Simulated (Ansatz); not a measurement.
# TaN (Fm-3m): from the cell to its phonons, part 2 of 2

Aim: the phonons of TaN (Fm-3m) at a cell relaxed beforehand at this level. After the zone centre comes a 4×4×4 q mesh on a 16×16×16 k mesh.

Ansatz 0.2.0; DFT PBEsol, scalar-relativistic, plane waves, PAW; PAW set soft_1.

So far. Step 2 (Linear response at the zone centre): Before it was imposed, the acoustic sum rule was missed by 3.9e-5 eV/Å². Small misses are needed for a sound result but don't prove that mesh and cutoff are converged. The lowest optical mode is real, 408 cm⁻¹.

## 3. The dispersion (continued)

Tetrahedra on a 24×24×24 mesh, mean over bins of 10 cm-1. Interpolated from a 4×4×4 q mesh. Table of phonon density of states by wavenumber; read off at these points:

wavenumber (cm⁻¹), phonon density of states (1/cm⁻¹/cell) and a bar:
```
     -265     0.0000 
     -245     0.0005 
     -215     0.0010 #
     -195     0.0016 #
     -165     0.0036 ###
     -145     0.0047 ####
     -125     0.0057 #####
      -95     0.0070 #######
      -75     0.0078 #######
      -55     0.0054 #####
      -25     0.0034 ###
       -5     0.0033 ###
       25     0.0041 ####
       45     0.0064 ######
       65     0.0129 ############
       95     0.0321 ##############################
      115     0.0154 ##############
      135     0.0175 ################
      165     0.0000 
      185     0.0000 
      215     0.0000 
      235     0.0000 
      255     0.0000 
      285     0.0000 
      305     0.0000 
      325     0.0000 
      355     0.0000 
      375     0.0000 
      405     0.0000 
      425     0.0037 ####
      445     0.0228 #####################
      475     0.0147 ##############
      495     0.0138 #############
      515     0.0133 ############
      545     0.0135 #############
      555     0.0167 ################
      565     0.0158 ###############
      595     0.0240 ######################
      615     0.0034 ###
```

Phonopy on the run's constants, 21x21x21 mesh, Gaussian sigma 6.5 cm-1. Interpolated from a 4×4×4 q mesh. Table of partial phonon density of states by wavenumber; read off at these points; values in 1/cm⁻¹/cell:

```csv
wavenumber (cm⁻¹),N,Ta
-250.0,9.5e-5,3.1e-4
-225.0,2.0e-4,7.4e-4
-200.0,3.1e-4,0.00127
-175.0,4.9e-4,0.00233
-150.0,6.5e-4,0.00380
-125.0,7.4e-4,0.00545
-100.0,6.9e-4,0.00633
-84.3,7.1e-4,0.00736
-75.0,5.9e-4,0.00653
-50.0,5.4e-4,0.00728
-25.0,1.6e-4,0.00231
0.0,3.6e-5,5.7e-4
25.0,1.7e-4,0.00238
50.0,4.7e-4,0.00886
75.0,7.7e-4,0.0193
93.7,6.4e-4,0.0307
100.0,4.2e-4,0.0301
125.0,1.1e-4,0.0123
150.0,2.0e-5,0.00222
175.0,0,0
200.0,0,0
225.0,0,0
250.0,0,0
275.0,0,0
300.0,0,0
325.0,0,0
350.0,0,0
375.0,0,0
400.0,5.9e-5,3.3e-6
425.0,0.00714,0.00100
444.1,0.0194,0.0027
450.0,0.0183,0.00235
475.0,0.0134,0.00116
495.8,0.0139,8.1e-4
500.0,0.0132,7.1e-4
525.0,0.0114,4.7e-4
550.0,0.0151,3.5e-4
553.2,0.0163,3.4e-4
575.0,0.0135,1.9e-4
593.4,0.0214,1.2e-4
600.0,0.0200,8.4e-5
625.0,8.4e-4,0
```

Second derivatives of the energy by pair, one row for each kind of neighbour of each atom listed. Each entry sums the pair over the periodic images of the supercell that the q mesh stands for, and in a polar crystal it holds the long-range dipole part too. Force constants by pair, by row:

| atom | neighbour | distance (Å) | third of the trace (eV/Å²) | along the pair's line (eV/Å²) |
| --- | --- | --- | --- | --- |
| Ta1 | itself | 0 | 9.411 | – |
| Ta1 | N | 2.187 | -1.641 | -6.639 |
| Ta1 | Ta | 3.093 | 0.4762 | 0.17 |
| Ta1 | N | 3.789 | -0.0275 | -0.0508 |
| Ta1 | Ta | 4.375 | -0.1115 | 0.1347 |
| Ta1 | N | 4.891 | 0.0705 | 0.3276 |
| Ta1 | Ta | 5.358 | -0.1148 | -0.2663 |
| Ta1 | Ta | 6.187 | -0.5296 | -1.548 |
| Ta1 | N | 6.562 | 0.023 | -0.019 |
| N2 | itself | 0 | 13.3 | – |
| N2 | Ta | 2.187 | -1.641 | -6.639 |
| N2 | N | 3.093 | 0.0701 | 0.4235 |
| N2 | Ta | 3.789 | -0.0275 | -0.0508 |
| N2 | N | 4.375 | -0.6431 | -2.392 |
| N2 | Ta | 4.891 | 0.0705 | 0.3276 |
| N2 | N | 5.358 | -0.0483 | -0.0869 |
| N2 | N | 6.187 | -0.0987 | -0.2853 |
| N2 | Ta | 6.562 | 0.023 | -0.019 |

Symmetry leaves 8 wavevectors to solve. The lowest mode among them, the acoustic zeros apart, lies at q = (0, -0.5, -0.5) and is imaginary, 262.0i cm⁻¹, so the energy falls along it.

## 4. Isotope substitution

An isotope changes the mass and not the force constants, so no new electronic calculation is needed; the shifts show which modes move this element.

The same force constants with the mass of N changed from 14.007 to 15.000 u (phonopy, no LO-TO term). Both lists are sorted by frequency; levels can cross, so a row need not hold one and the same mode. Modes under 3 cm⁻¹ are left out. Isotope shifts, by row:

```
          q  rank  natural mass (cm⁻¹)  changed mass (cm⁻¹)
      0 0 0     4                407.6                394.9
      0 0 0     5                407.6                394.9
      0 0 0     6                407.6                394.9
   0 0 0.25     1                93.19                93.12
   0 0 0.25     2                93.19                93.12
   0 0 0.25     3                139.5                139.3
   0 0 0.25     4                526.1                  509
   0 0 0.25     5                  533                515.4
   0 0 0.25     6                  533                515.4
   0 0 -0.5     1                97.03                97.03
   0 0 -0.5     2                97.03                97.03
   0 0 -0.5     3                111.8                111.8
   0 0 -0.5     4                510.9                493.7
   0 0 -0.5     5                  586                566.3
   0 0 -0.5     6                  586                566.3
0 0.25 0.25     1                64.09                63.92
0 0.25 0.25     2                64.09                63.92
0 0.25 0.25     3                141.5                141.5
0 0.25 0.25     4                432.9                419.5
0 0.25 0.25     5                432.9                419.5
0 0.25 0.25     6                  617                596.2
```

A mode of this element alone would shift by -3.37 %. The highest zone-centre frequency without the field goes from 407.6 to 394.9 cm⁻¹ (-3.1 %). The product of the frequency ratios over all optical modes at Γ is 0.909; the product rule, (m/m′)^(3k/2) (M′/M)^(3/2) with k = 1 such atoms and M the mass of the cell, gives 0.909.

## 5. What came out

```
space group (within 0.01 Å)                             : Fm-3m
volume per atom                                         : 10.5 Å³
electronic character                                    : no gap on this mesh
highest optical mode at the zone centre (no LO-TO term) : 408 cm⁻¹
lowest optical zone-centre mode                         : 408 cm⁻¹
lowest mode on the q mesh (acoustic modes at Γ apart)   : -262 cm⁻¹
highest frequency on the path or at a solved wavevector : 617 cm⁻¹
imaginary modes on the 4×4×4 q mesh                     : yes
```

In words: Modes are clearly imaginary (beyond 10i cm⁻¹) at 4 of the 8 irreducible wavevectors, most at q = (0, -0.5, -0.5) (262.0i cm⁻¹), so this structure is not a minimum of the energy. The optical modes at Γ form one degenerate level at 408 cm⁻¹. The highest mode in this list at Γ, 407.6 cm⁻¹, is mostly motion of N (93 % of the kinetic energy). With no gap, or one that is small against the smearing, the frequencies hang on the k mesh and the smearing, most of all near Kohn anomalies. Spin-orbit coupling is left out, which can matter for the heavy elements here. The PAW files were made for PBE and serve the other functionals too. These are harmonic frequencies at zero temperature: anharmonic shifts, linewidths and thermal expansion are left out.

[Logs are printed without paths, hosts, clocks, repeated set-up lines and the standing remarks that a program may print on its own settings, such as how far it seeks lower states.]

[Hosts, paths, dates, database ids (printed as entryN), source tags and the programs' standing remarks are cut or masked in the printed files.]
